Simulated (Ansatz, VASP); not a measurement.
# CdSe: VASP beside Ansatz

```
Cd Se
1.0
     0.00000    2.87396    2.87396
     2.87396    0.00000    2.87396
     2.87396    2.87396    0.00000
Cd Se
1 1
Cartesian
  0.0000 0.0000 0.0000
  2.8740 2.8740 2.8740
```

Measurements of this composition are mostly on another form, of space group No. 186.

Alike in both runs: task single point; functional LDA; k mesh 8 × 8 × 8; occupations gaussian, width 0.1 eV; no spin polarisation.

|  | VASP | Ansatz |
| --- | --- | --- |
| version | VASP 6.6.1 | Ansatz 0.2.0 |
| potentials or method | VASP PAW LDA potentials, release 64 (Cd, Se), cutoff 520 eV | all-electron LAPW, scalar-relativistic |

VASP gave:

| Quantity | Value |
| --- | --- |
| gap on the k mesh at the Fermi level (eV) | none |
| pressure (GPa) | -5.6 |

Problem. What did Ansatz give for the same quantities?

Solution. gap on the k mesh at the Fermi level (eV): none; pressure (GPa): -6.0.

A gap of «none» marks a metal or a gap that the smearing closes. Ansatz ran all-electron here, so the differences hold the error of VASP's frozen core and of both bases.
